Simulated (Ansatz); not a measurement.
# Squeezing and shearing wurtzite SiC, size series (72 atoms), part 2 of 3

Aim: relax wurtzite SiC, size series (72 atoms), then change its volume and shape to read moduli from the stress.

Ansatz 0.2.0; Kohn-Sham DFT, PBE, PAW (set soft_2), plane waves.

The cell: 36 Si and 36 C. Sampling is at Γ alone.

So far. Step 2 (Single point at the start): The r.m.s. force at the start is 0.14 eV/Å. Step 3 (Cell and atoms relaxed): The relaxation converged after 6 steps, with a largest force component of 0 eV/Å.

## Step 4: Single point at the relaxed geometry

One more single point at the end of the walk gives the fuller output and checks the residual forces.

Contents of input.yaml:

```yaml
crystal:
  lattice:
    - [9.31108, 0.0, 0.0]
    - [-4.65554, 8.06363, 0.0]
    - [0.0, 0.0, 10.1051]
  atoms:
    - { symbol: Si, position: [1.0, 1.0, 0.00085] }
    - { symbol: C, position: [0.11111, 0.22222, 0.06165] }
    - { symbol: Si, position: [0.11111, 0.22222, 0.25085] }
    - { symbol: C, position: [1.0, 1.0, 0.31165] }
    - { symbol: Si, position: [1.0, 1.0, 0.50085] }
    - { symbol: C, position: [0.11111, 0.22222, 0.56165] }
    [... 60 atom lines left out ...]
    - { symbol: Si, position: [0.77778, 0.88889, 0.25085] }
    - { symbol: C, position: [0.66667, 0.66667, 0.31165] }
    - { symbol: Si, position: [0.66667, 0.66667, 0.50085] }
    - { symbol: C, position: [0.77778, 0.88889, 0.56165] }
    - { symbol: Si, position: [0.77778, 0.88889, 0.75085] }
    - { symbol: C, position: [0.66667, 0.66667, 0.81165] }
kpoints:
  mp_grid: { grid: [1, 1, 1] }
hamiltonian:
  xc: pbe
scf:
  occupations: { method: fermi_dirac, width: 0.025 }
output:
  forces: true
  stress: true
  populations: true
  dos:
    method: { smearing: { sigma: 0.15 } }
    de: 0.1
    projected: { site_lists: { C: [C], Si: [Si] } }
  eigenvalues: true
  write_density: true
  write_potential: true
  volumetric_format: npy
  elf: true
```

Command:

```sh
> ansatz run input.yaml --threads 4 --pin off --max-ram 8192MiB --backend cpu --events-out ev --progress --plain --runs-dir out
```

Numbers of over 12 decimals in the logs are rounded to 6 here.

Log:

```text
[...]
Crystal: 72 atoms, lattice volume = 758.702 Å³
Basis set: ecut = 420 eV, 14805 PW (Γ), exchange–correlation on 128×128×144 points (8 copies of the dense FFT grid, shifted against one another)
Bands: 216, of which v1, the nominal top of the filled ones, is band 144 counted from 1 (143 counted from 0)
Symmetry: 216 space group operations
[...]
k-points: 1
[...]
SCF iter   1: F=—  HF=-31928.651886 eV  |F-HF|=—  |Δ(HF+E_count)|=         —  Δρ=5.84e-3  dr2=1.71e-1  ethr=1.77e-3  ⟨swp⟩=6.0  Hψ=1002  notcnv=0  defer=31
[...]
SCF iter   6: F=-31928.623134 eV  HF=-31928.623134 eV  |F-HF|=4.32e-8  |Δ(HF+E_count)|=   1.33e-6  Δρ=2.54e-6  dr2=4.19e-8  ethr=3.47e-11  ⟨swp⟩=23.0  Hψ=1719  notcnv=0
SCF 1 converged in 6 iterations: F = -31928.623134 eV  dr2 = 4.19e-8
[...]
SCF converged after 6 iterations
Free energy (F): -31928.623134 eV
[...]
Internal energy: -31928.623134 eV  (E = F + TS)
E sigma→0 (E₀):  -31928.623134 eV
Fermi energy:    10.632499 eV
[...]
--- Forces (eV/Å), atoms counted from 1 ---
  atom   1  Si     0.00000000    -0.00000000    -0.00000535
  atom   2  C     -0.00000000     0.00000000     0.00002043
  atom   3  Si     0.00000000     0.00000000    -0.00000535
  atom   4  C     -0.00000000     0.00000000     0.00002043
  atom   5  Si     0.00000000    -0.00000000    -0.00000535
  atom   6  C      0.00000000     0.00000000     0.00002043
  atom   7  Si     0.00000000     0.00000000    -0.00000535
  atom   8  C      0.00000000    -0.00000000     0.00002043
  atom   9  Si     0.00000000    -0.00000000    -0.00000535
  atom  10  C     -0.00000000     0.00000000     0.00002043
  atom  11  Si    -0.00000000     0.00000000    -0.00000535
  atom  12  C      0.00000000    -0.00000000     0.00002043
  atom  13  Si     0.00000000    -0.00000000    -0.00000535
  atom  14  C      0.00000000     0.00000000     0.00002043
[...]
atom  71  Si    -0.00000000    -0.00000000    -0.00000535
  atom  72  C     -0.00000000    -0.00000000     0.00002043
  max |Σ_I F_I| component: 5.43e-4 eV/Å
--- Stress (GPa, compression-positive) ---
        0.000508       0.000000      -0.000000
        0.000000       0.000508       0.000000
       -0.000000      -0.000000       0.000819
  P = ⅓ Tr σ = 0.0006 GPa (0.006 kbar)
--- Band table (eV) ---
[...]
--- Löwdin populations: 72 sites ---
  site symbol       q [e]
     0     Si      2.9156
     1      C      5.0045
     2     Si      2.9156
[...]
71      C      5.0045
  spilling = 0.009982 (of n_electrons = 288.000000)
```

It took 5.4 s on 4 threads of Arm Neoverse V1, shared host; peak memory 0.81 GiB.

Numbers from this run:

```
free energy                                      : -31928.6231 eV
free energy per atom                             : -443.4531 eV/atom
SCF cycles                                       : 6
pressure                                         : 0.0006119 GPa
r.m.s. force component                           : 1.00e-5 eV/Å
longest force                                    : 2.00e-5 eV/Å
Fermi energy                                     : 10.63 eV
gap (highest filled to lowest empty level) : 2.33 eV
spilling of the projection                       : 0.009982
```

Löwdin charges by element (they lack the spilled electrons, 0.040 e an atom on average):

| element | coordination | atoms | mean charge (e) | spread | least | most |
| --- | --- | --- | --- | --- | --- | --- |
| C | all | 36 | -1.00 | 0 | -1.00 | -1.00 |
| Si | all | 36 | 1.08 | 0 | 1.08 | 1.08 |

States in the cell by windows of 1 eV, zero at the Fermi level; the larger projections on atomic orbitals stand beside the total:

| from (eV) | to (eV) | total | C p | Si p | Si s | C s |
| --- | --- | --- | --- | --- | --- | --- |
| -18 | -17 | 0.0 | 0.0 | 0.0 | 0.0 | 0.0 |
| -17 | -16 | 2.0 | 0.0 | 0.0 | 1.1 | 0.8 |
| -16 | -15 | 4.3 | 0.3 | 1.0 | 1.5 | 1.5 |
| -15 | -14 | 11.8 | 0.9 | 3.0 | 3.5 | 4.3 |
| -14 | -13 | 25.3 | 2.1 | 7.5 | 5.6 | 10.0 |
| -13 | -12 | 9.5 | 0.4 | 2.9 | 1.2 | 4.8 |
| -12 | -11 | 19.2 | 0.3 | 6.5 | 1.2 | 11.2 |
| -11 | -10 | 0.0 | 0.0 | 0.0 | 0.0 | 0.0 |
| -10 | -9 | 3.5 | 1.8 | 0.8 | 0.9 | 0.0 |
| -9 | -8 | 18.7 | 9.4 | 1.6 | 7.3 | 0.3 |
| -8 | -7 | 47.8 | 23.7 | 12.1 | 7.0 | 4.7 |
| -7 | -6 | 8.0 | 4.3 | 3.6 | 0.0 | 0.0 |
| -6 | -5 | 24.2 | 14.0 | 5.2 | 1.9 | 2.7 |
| -5 | -4 | 16.2 | 10.5 | 5.4 | 0.1 | 0.1 |
| -4 | -3 | 50.9 | 34.4 | 14.1 | 0.9 | 0.9 |
| -3 | -2 | 31.8 | 23.8 | 7.0 | 0.4 | 0.1 |
| -2 | -1 | 14.6 | 12.6 | 1.5 | 0.0 | 0.0 |
| -1 | 0 | 0.3 | 0.3 | 0.0 | 0.0 | 0.0 |
| 0 | 1 | 0.2 | 0.0 | 0.1 | 0.0 | 0.0 |
| 1 | 2 | 7.5 | 1.0 | 3.5 | 0.8 | 0.6 |
| 2 | 3 | 32.3 | 2.3 | 14.7 | 4.6 | 6.1 |
| 3 | 4 | 21.5 | 2.9 | 8.4 | 1.8 | 3.6 |
| 4 | 5 | 16.1 | 2.9 | 5.1 | 2.6 | 2.0 |

The levels nearest the highest filled one (over half full), pooled over k-points and spins:

| level less the highest filled one (eV) | occupation |
| --- | --- |
| -0.764 | 2 |
| -0.764 | 2 |
| -0.764 | 2 |
| -0.0323 | 2 |
| -0.0323 | 2 |
| 0 | 2 |
| 2.33 | 0 |
| 2.33 | 0 |
| 3.20 | 0 |
| 3.20 | 0 |
| 3.20 | 0 |
| 3.20 | 0 |

Electrostatic potential energy in the ac plane at fractional y = 0.000, with atoms of Si and C within 0.2 Å of it. With pseudopotentials it is smooth inside the atoms' cores, unlike the true potential.

Ten even steps from '0' (-56 eV) to '9' (12 eV), each cell a mean:
```
13799984114899972125999851
67999997668999987668999986
78999999779999998789999998
15999996227999994138999983
03898985005998982017989971
47988897558988896468888885
99988899999988899999988999
99999999999999999999999999
99999999999999999999999999
78999998889999998789999998
25899985336899984247999973
02699973003899961015899840
13799984114899972126999851
57899997668999987568999986
78999999889999998789999998
15999996227999994138999983
03898984005998982017989961
47988897558988896468888886
99988899999988899999988999
99999999999999999999999999
99999999999999999999999999
78999998889999998789999998
35899985336899984347999973
02699973003899961015899840
```
Columns run along a (9.3 Å; values clipped at the 3rd and 97th percentile), rows up along c (10.1 Å). Atoms in or near the plane, at fractional coordinates: Si at (0.00, 0.00), C at (0.00, 0.31), Si at (0.00, 0.50), C at (0.00, 0.81), Si at (0.33, 0.00), C at (0.33, 0.31), Si at (0.33, 0.50), C at (0.33, 0.81), Si at (0.67, 0.00), C at (0.67, 0.31), Si at (0.67, 0.50), C at (0.67, 0.81).

Valence density in the ac plane at fractional y = 0.000, with atoms of Si and C within 0.2 Å of it. It is the smooth field of the valence electrons, not physical close to the nuclei.

Values in e/Å³, 13 rows by 16 columns, each cell a mean:
```
0.4 0.3 0.2 0.2 0.3 0.4 0.3 0.2 0.2 0.3 0.4 0.4 0.3 0.2 0.3 0.4
1.2 0.5 0.1 0.2 0.7 1.2 0.7 0.2 0.1 0.5 1.2 1.0 0.3 0.1 0.3 1.0
1.6 0.8 0.3 0.4 1.2 1.7 1.2 0.4 0.3 0.8 1.6 1.5 0.6 0.3 0.6 1.5
0.5 0.4 0.3 0.3 0.4 0.5 0.4 0.3 0.3 0.4 0.5 0.5 0.3 0.2 0.3 0.5
0.1 0.2 0.2 0.2 0.2 0.1 0.1 0.2 0.2 0.2 0.1 0.1 0.2 0.2 0.2 0.1
0.2 0.4 0.5 0.4 0.4 0.2 0.4 0.4 0.5 0.4 0.2 0.3 0.4 0.5 0.4 0.3
0.2 0.4 0.3 0.4 0.3 0.2 0.3 0.4 0.3 0.4 0.2 0.2 0.4 0.3 0.4 0.3
0.7 0.3 0.1 0.2 0.5 0.8 0.5 0.2 0.1 0.3 0.7 0.6 0.2 0.1 0.2 0.6
1.6 0.7 0.2 0.3 1.0 1.7 1.0 0.3 0.2 0.7 1.6 1.4 0.5 0.2 0.5 1.4
1.1 0.7 0.3 0.4 0.8 1.2 0.8 0.4 0.3 0.7 1.1 1.0 0.5 0.3 0.5 1.0
0.2 0.2 0.2 0.2 0.2 0.2 0.2 0.2 0.2 0.2 0.2 0.2 0.2 0.2 0.2 0.2
0.2 0.3 0.3 0.3 0.2 0.2 0.2 0.3 0.3 0.3 0.2 0.2 0.3 0.3 0.3 0.2
0.2 0.5 0.5 0.5 0.4 0.2 0.4 0.5 0.5 0.5 0.2 0.3 0.5 0.5 0.5 0.3
```
Columns run along a (9.3 Å), rows up along c (10.1 Å). Atoms in or near the plane, at fractional coordinates: Si at (0.00, 0.00), C at (0.00, 0.31), Si at (0.00, 0.50), C at (0.00, 0.81), Si at (0.33, 0.00), C at (0.33, 0.31), Si at (0.33, 0.50), C at (0.33, 0.81), Si at (0.67, 0.00), C at (0.67, 0.31), Si at (0.67, 0.50), C at (0.67, 0.81).

Filled and empty levels are parted by 2.33 eV at Γ alone; the mesh holds the band edges only if they fold onto it, so the gap at this level can be narrower or closed, while semilocal functionals tend to narrow gaps against experiment. Mean Löwdin charges: C -1.00, Si +1.08 e (they miss 1.00 % of the electrons, so they add up to more than the cell's charge). The largest share in the top eV of filled states is C p (87 % of the projected weight), and in the lowest eV of empty states Si p (52 % of the projected weight).

## Step 5: Volume -3 %

The relaxed cell is scaled evenly and the atoms are relaxed again; the stress at the end gives one point of P(V).

Contents of input.yaml:

```yaml
crystal:
  lattice:
    - [9.21702, 0.0, 0.0]
    - [-4.60851, 7.98217, 0.0]
    - [0.0, 0.0, 10.00302]
  atoms:
    - { symbol: Si, position: [0.0, 0.0, 0.00085] }
    - { symbol: C, position: [0.11111, 0.22222, 0.06165] }
    - { symbol: Si, position: [0.11111, 0.22222, 0.25085] }
    - { symbol: C, position: [0.0, 0.0, 0.31165] }
    - { symbol: Si, position: [0.0, 0.0, 0.50085] }
    - { symbol: C, position: [0.11111, 0.22222, 0.56165] }
    [... 60 atom lines left out ...]
    - { symbol: Si, position: [0.77778, 0.88889, 0.25085] }
    - { symbol: C, position: [0.66667, 0.66667, 0.31165] }
    - { symbol: Si, position: [0.66667, 0.66667, 0.50085] }
    - { symbol: C, position: [0.77778, 0.88889, 0.56165] }
    - { symbol: Si, position: [0.77778, 0.88889, 0.75085] }
    - { symbol: C, position: [0.66667, 0.66667, 0.81165] }
kpoints:
  mp_grid: { grid: [1, 1, 1] }
hamiltonian:
  xc: pbe
scf:
  occupations: { method: fermi_dirac, width: 0.025 }
output:
  forces: true
  eigenvalues: true
  stress: true
relax:
  f_tol: 0.05
  max_steps: 70
```

Log:

```text
[...]
Warning: output.stress: scf.convergence.dr2_threshold = 1e-7 eV (the SCF's general default) is looser than the 7.2e-9 eV advised for a printed stress (1e-10 eV for each atom of the cell: 72). What an SCF threshold leaves in a stress goes as its square root, and in the free energy as the threshold itself, and one threshold admits the most on a small cell: [...]
[...]
Crystal: 72 atoms, lattice volume = 735.940 Å³
Basis set: ecut = 420 eV, 14385 PW (Γ), exchange–correlation on 128×128×144 points (8 copies of the dense FFT grid, shifted against one another)
Bands: 216, of which v1, the nominal top of the filled ones, is band 144 counted from 1 (143 counted from 0)
Symmetry: 216 space group operations
[...]
k-points: 1
[...]
SCF iter   1: F=—  HF=-31928.185427 eV  |F-HF|=—  |Δ(HF+E_count)|=         —  Δρ=6.02e-3  dr2=1.83e-1  ethr=1.77e-3  ⟨swp⟩=6.0  Hψ=887  notcnv=0  defer=43
[...]
SCF iter   5: F=-31928.151081 eV  HF=-31928.151080 eV  |F-HF|=6.36e-7  |Δ(HF+E_count)|=   5.16e-5  Δρ=1.18e-5  dr2=9.23e-7  ethr=2.14e-8  ⟨swp⟩=2.0  Hψ=296  notcnv=0  defer=64
SCF iter   6: F=-31928.151081 eV  HF=-31928.151081 eV  |F-HF|=2.07e-8  |Δ(HF+E_count)|=   8.51e-7  Δρ=1.97e-6  dr2=2.66e-8  ethr=3.20e-10  ⟨swp⟩=14.0  Hψ=1157  notcnv=0
SCF 1 converged in 6 iterations: F = -31928.151081 eV  dr2 = 2.66e-8
[...]
relax step   1: F+E_penalty+E_count = -31928.15108104 eV  Δ(F+E_penalty+E_count) = +0.000e0 eV  max|allowed force component| = 8.682e-3 eV/Å  Δτ_max = 0.0000 Å  (6 SCF iters, dr2 threshold 6.25e-5 eV, accepted)
[...]
SCF iter   3: F=-31928.151081 eV  HF=-31928.151081 eV  |F-HF|=6.55e-9  |Δ(HF+E_count)|=   5.61e-9  Δρ=1.43e-6  dr2=9.38e-9  ethr=7.46e-12  ⟨swp⟩=2.0  Hψ=419  notcnv=0
SCF 2 converged in 3 iterations: F = -31928.151081 eV  dr2 = 9.38e-9
relax step   2: F+E_penalty+E_count = -31928.15108104 eV  Δ(F+E_penalty+E_count) = -5.097e-9 eV  max|allowed force component| = 8.671e-3 eV/Å  Δτ_max = 0.0000 Å  (3 SCF iters, accepted)
SCF converged after 3 iterations
Free energy (F): -31928.151081 eV
[...]
Internal energy: -31928.151081 eV  (E = F + TS)
E sigma→0 (E₀):  -31928.151081 eV
Fermi energy:    10.991996 eV
[...]
Σ components = -31928.151081   (vs F -31928.151081, Δ=0.00e0)
--- Forces (eV/Å), atoms counted from 1 ---
  atom   1  Si    -0.00000000     0.00000000     0.00867643
  atom   2  C     -0.00000000    -0.00000000    -0.00866582
  atom   3  Si     0.00000000     0.00000000     0.00867643
  atom   4  C      0.00000000     0.00000000    -0.00866582
[...]
atom  72  C      0.00000000     0.00000000    -0.00866582
  max |Σ_I F_I| component: 3.82e-4 eV/Å
--- Stress (GPa, compression-positive) ---
        6.974964       0.000000       0.000000
        0.000000       6.974964      -0.000000
        0.000000      -0.000000       6.667185
  P = ⅓ Tr σ = 6.8724 GPa (68.724 kbar)
--- Band table (eV) ---
[...]
--- Relaxed structure (2 steps of the walk, 2 accepted, 0 SCFs on fresh bases) ---
  F+E_penalty+E_count = -31928.15108104 eV   max|allowed force component| = 8.671e-3 eV/Å
  atoms:
    - { symbol: Si, position: [-3.775448192061071e-17, -1.901091334729392e-17, 0.00085] }
    - { symbol: C, position: [0.111111, 0.222222, 0.061650] }
    - { symbol: Si, position: [0.111111, 0.222222, 0.25085] }
    - { symbol: C, position: [-3.775448192061071e-17, -1.901091334729392e-17, 0.31165] }
[...]
- { symbol: C, position: [0.666667, 0.666667, 0.811650] }
```

It took 7.4 s on 4 threads; peak memory 0.81 GiB.

The program notes that the SCF threshold is loose for the stress.

The relaxation converged after 2 steps, 0 eV below its start, with a largest force component of 0.0087 eV/Å.

Volume -3 %: the energy stands 0.472 eV above that of the reference, at a pressure of 6.87 GPa.

## Step 6: Volume +3 %

The relaxed cell is scaled to another volume.

Input and log are left out; they have the form of those shown for this kind of step.

Wall time 7.6 s (4 threads of Arm Neoverse V1, shared host); peak memory 0.83 GiB; 28 s of CPU time.

The relaxation converged after 2 steps, 0 eV below its start, with a largest force component of 0.0085 eV/Å.

Volume +3 %: the energy stands 0.429 eV above that of the reference, at a pressure of -5.93 GPa.

## Step 7: Volume -6 %

The relaxed cell is scaled to another volume.

Input and log are left out; they have the form of those shown for this kind of step.

Elapsed: 7.2 s, on 4 threads of Arm Neoverse V1, shared host; peak memory 0.8 GiB.

The relaxation converged after 2 steps, 0 eV below its start, with a largest force component of 0.018 eV/Å.

Volume -6 %: the energy stands 2.00 eV above that of the reference, at a pressure of 14.8 GPa.

## Step 8: Volume +6 %

The relaxed cell is scaled to another volume.

Input and log are left out; they have the form of those shown for this kind of step.

It took 7.8 s on 4 threads of Arm Neoverse V1, shared host; peak memory 0.85 GiB; 28 s of CPU time.

The relaxation converged after 2 steps, 0 eV below its start, with a largest force component of 0.016 eV/Å.

Volume +6 %: the energy stands 1.64 eV above that of the reference, at a pressure of -11.0 GPa.

## Step 9: Volume -10 %

The relaxed cell is scaled to another volume.

Input and log are left out; they have the form of those shown for this kind of step.

Elapsed: 7 s, on 4 threads of Arm Neoverse V1, shared host; peak memory 0.78 GiB; 25 s of CPU time.

The relaxation converged after 2 steps, 0 eV below its start, with a largest force component of 0.033 eV/Å.

Volume -10 %: the energy stands 5.97 eV above that of the reference, at a pressure of 27.4 GPa.

## Step 10: Stretched by 1 % along x

The relaxed cell is strained along x alone, which gives the stiffness along x and its coupling to y and z.

input.yaml, the sections that differ from step 5:

```yaml
crystal:
  lattice:
    - [9.40419, 0.0, 0.0]
    - [-4.7021, 8.06363, 0.0]
    - [0.0, 0.0, 10.1051]
  atoms:
    [... the 72 atom lines of step 5 ...]
# kpoints, hamiltonian, scf, output, relax: as in step 5
```

Log:

```text
[...]
Crystal: 72 atoms, lattice volume = 766.289 Å³
Basis set: ecut = 420 eV, 14945 PW (Γ), exchange–correlation on 128×128×144 points (8 copies of the dense FFT grid, shifted against one another)
Bands: 216, of which v1, the nominal top of the filled ones, is band 144 counted from 1 (143 counted from 0)
Symmetry: 72 space group operations
[...]
k-points: 1
[...]
SCF iter   1: F=—  HF=-31928.527021 eV  |F-HF|=—  |Δ(HF+E_count)|=         —  Δρ=5.78e-3  dr2=1.69e-1  ethr=1.77e-3  ⟨swp⟩=6.0  Hψ=1001  notcnv=0  defer=31
[...]
SCF iter   5: F=-31928.499699 eV  HF=-31928.499698 eV  |F-HF|=1.28e-6  |Δ(HF+E_count)|=   6.11e-5  Δρ=1.16e-5  dr2=1.12e-6  ethr=2.32e-8  ⟨swp⟩=2.0  Hψ=277  notcnv=0  defer=52
SCF iter   6: F=-31928.499699 eV  HF=-31928.499699 eV  |F-HF|=4.14e-8  |Δ(HF+E_count)|=   1.54e-6  Δρ=2.45e-6  dr2=3.82e-8  ethr=3.91e-10  ⟨swp⟩=16.0  Hψ=1230  notcnv=0
SCF 1 converged in 6 iterations: F = -31928.499699 eV  dr2 = 3.82e-8
[...]
relax step   1: F+E_penalty+E_count = -31928.49969927 eV  Δ(F+E_penalty+E_count) = +0.000e0 eV  max|allowed force component| = 7.394e-2 eV/Å  Δτ_max = 0.0000 Å  (6 SCF iters, dr2 threshold 6.25e-5 eV, accepted)
[...]
SCF iter   1: F=—  HF=-31928.502656 eV  |F-HF|=—  |Δ(HF+E_count)|=         —  Δρ=3.68e-4  dr2=1.08e-3  ethr=3.61e-7  ⟨swp⟩=1.0  Hψ=506  notcnv=0  defer=63
[...]
SCF iter   4: F=—  HF=-31928.503813 eV  |F-HF|=—  |Δ(HF+E_count)|=   1.59e-3  Δρ=4.09e-6  dr2=6.51e-8  ethr=3.47e-11  ⟨swp⟩=10.0  Hψ=1135  notcnv=0
SCF iter   5: F=-31928.503813 eV  HF=-31928.503813 eV  |F-HF|=5.24e-10  |Δ(HF+E_count)|=   1.23e-8  Δρ=8.01e-7  dr2=3.61e-9  ethr=2.26e-11  ⟨swp⟩=2.0  Hψ=516  notcnv=0
SCF 2 converged in 5 iterations: F = -31928.503813 eV  dr2 = 3.61e-9
relax step   2: F+E_penalty+E_count = -31928.50381311 eV  Δ(F+E_penalty+E_count) = -4.114e-3 eV  max|allowed force component| = 4.603e-2 eV/Å  Δτ_max = 0.0019 Å  (5 SCF iters, accepted)
SCF converged after 5 iterations
Free energy (F): -31928.503813 eV
[...]
Internal energy: -31928.503813 eV  (E = F + TS)
E sigma→0 (E₀):  -31928.503813 eV
Fermi energy:    10.533804 eV
[...]
Σ components = -31928.503813   (vs F -31928.503813, Δ=0.00e0)
--- Forces (eV/Å), atoms counted from 1 ---
  atom   1  Si     0.00000001    -0.04224353     0.02214644
  atom   2  C     -0.00000001     0.04602580    -0.02214532
  atom   3  Si    -0.00000001     0.04224353     0.02214644
  atom   4  C      0.00000001    -0.04602580    -0.02214532
[...]
atom  72  C      0.00000001    -0.04602580    -0.02214532
  max |Σ_I F_I| component: 4.05e-5 eV/Å
--- Stress (GPa, compression-positive) ---
       -5.030229      -0.000001      -0.000000
       -0.000001      -0.903734      -0.000000
        0.000000      -0.000000      -0.332204
  P = ⅓ Tr σ = -2.0887 GPa (-20.887 kbar)
--- Band table (eV) ---
[...]
--- Relaxed structure (2 steps of the walk, 2 accepted, 0 SCFs on fresh bases) ---
  F+E_penalty+E_count = -31928.50381311 eV   max|allowed force component| = 4.603e-2 eV/Å
  atoms:
    - { symbol: Si, position: [2.0093057412921143e-5, 4.018611482580232e-5, 0.000887184] }
    - { symbol: C, position: [0.111225, 0.222451, 0.061613] }
    - { symbol: Si, position: [0.111091, 0.222182, 0.250887] }
    - { symbol: C, position: [-0.000114196, -0.000228393, 0.311613] }
[...]
- { symbol: C, position: [0.666552, 0.666438, 0.811613] }
```

Run time: 8.6 s. Hardware: 4 threads; peak memory 0.83 GiB; 31 s of CPU time.

The relaxation converged after 2 steps, 0.00411 eV below its start, with a largest force component of 0.046 eV/Å.

Stretched by 1 % along x: the energy stands 0.119 eV above that of the reference, at a pressure of -2.09 GPa.

(Continued in part 3 of 3.)

[Logs are printed without paths, hosts, clocks, repeated set-up lines and the standing remarks that a program may print on its own settings, such as how far it seeks lower states.]

[Hosts, paths, dates, database ids (printed as entryN), source tags and the programs' standing remarks are cut or masked in the printed files.]
